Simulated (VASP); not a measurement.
SiC:

```xyz
8
Lattice="3.0790 0.0000 0.0000 -1.5395 2.6665 0.0000 0.0000 0.0000 10.0796" Properties=species:S:1:pos:R:3 pbc="T T T"
Si    1.5395    0.8888    9.4530
Si    0.0000    1.7777    4.4132
Si    0.0000    0.0000    6.9337
Si    0.0000    0.0000    1.8939
C     1.5395    0.8888    7.5578
C     0.0000    1.7777    2.5180
C     0.0000    0.0000    5.0444
C     0.0000    0.0000    0.0046
```

The cell is a database's computed one.

Base run:

```yaml
Program: VASP 6.6.1
Functional: PBEsol
Potentials_or_basis: VASP PAW PBE potentials, release 64 (Si, C)
Cutoff: 520 eV
k_mesh: 6 × 6 × 2
Occupations: gaussian, width 0.03 eV
Spin: no spin polarisation
```

Its results: band gap on the k mesh 2.11 eV, indirect (least direct gap 3.23 eV); pressure 0.2 GPa; largest force 0.009 eV/Å.

Problem. The run is repeated on the same cell with these changes: functional from PBEsol to HSE06. What comes out?

Solution. Band gap on the k mesh 3.17 eV, indirect (least direct gap 4.40 eV); pressure -1.8 GPa; largest force 0.014 eV/Å.

HSE06 gives the wider gap, since exact exchange removes part of the self-interaction.

Caveats: the PAW data sets were made with another functional, which shifts forces and pressure a little.
